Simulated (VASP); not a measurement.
Here is a VASP 6.6.1 calculation.

POSCAR

```
Mg2Si                                   
1.0
    0.0000000000      3.1796925105      3.1796925105
    3.1796925105      0.0000000000      3.1796925105
    3.1796925105      3.1796925105     -0.0000000000
  Si              Mg            
     1     2
Direct
     0.0000000000000000    0.0000000000000000    0.0000000000000000
     0.2500000000000000    0.2500000000000000    0.2500000000000000
     0.7500000000000000    0.7500000000000000    0.7500000000000000
```

INCAR.step1

```
SYSTEM = Mg2Si
PREC = Accurate
ENCUT = 520
EDIFF = 1E-6
ISMEAR = 0
SIGMA = 0.02
LREAL = .FALSE.
LASPH = .TRUE.
NELM = 60
ALGO = Fast
ISIF = 2
LWAVE = .FALSE.
LCHARG = .TRUE.
MAGMOM = 0 0 0 0 0 0 0 0 0
LORBIT = 11
LSORBIT = .TRUE.
GGA_COMPAT = .FALSE.
GGA = PE
KPAR = 4
```

KPOINTS.step1

```
Automatic mesh
0
G
  8 8 8
  0 0 0
```

The input INCAR.step2:

```
SYSTEM = Mg2Si
PREC = Accurate
ENCUT = 520
EDIFF = 1E-6
ISMEAR = 0
SIGMA = 0.05
LREAL = .FALSE.
LASPH = .TRUE.
NELM = 60
ALGO = Fast
ISIF = 2
LWAVE = .FALSE.
LCHARG = .FALSE.
MAGMOM = 0 0 0 0 0 0 0 0 0
LORBIT = 11
LSORBIT = .TRUE.
GGA_COMPAT = .FALSE.
GGA = PE
ICHARG = 11
KPAR = 4
```

The input KPOINTS.step2:

```
path GXWKGLUWLK,UX
15
line-mode
reciprocal
 0.0000000000  0.0000000000  0.0000000000  G
 0.5000000000  0.0000000000  0.5000000000  X

 0.5000000000  0.0000000000  0.5000000000  X
 0.5000000000  0.2500000000  0.7500000000  W

 0.5000000000  0.2500000000  0.7500000000  W
 0.3750000000  0.3750000000  0.7500000000  K

 0.3750000000  0.3750000000  0.7500000000  K
 0.0000000000  0.0000000000  0.0000000000  G

 0.0000000000  0.0000000000  0.0000000000  G
 0.5000000000  0.5000000000  0.5000000000  L

 0.5000000000  0.5000000000  0.5000000000  L
 0.6250000000  0.2500000000  0.6250000000  U

 0.6250000000  0.2500000000  0.6250000000  U
 0.5000000000  0.2500000000  0.7500000000  W

 0.5000000000  0.2500000000  0.7500000000  W
 0.5000000000  0.5000000000  0.5000000000  L

 0.5000000000  0.5000000000  0.5000000000  L
 0.3750000000  0.3750000000  0.7500000000  K

 0.6250000000  0.2500000000  0.6250000000  U
 0.5000000000  0.0000000000  0.5000000000  X
```

Potentials or basis: VASP PAW PBE potentials, release 64 (Si, Mg).

Run with:

```sh
$ cat potpaw_PBE.64/Si/POTCAR potpaw_PBE.64/Mg/POTCAR > POTCAR
$ cp INCAR.step1 INCAR
$ cp KPOINTS.step1 KPOINTS
$ mpirun -np 4 vasp_ncl > vasp.out
$ cp INCAR.step2 INCAR
$ cp KPOINTS.step2 KPOINTS
$ mpirun -np 4 vasp_ncl > vasp.out
```

(1) Predict the net moment.

Results:

(1) 0.00 μB per cell.
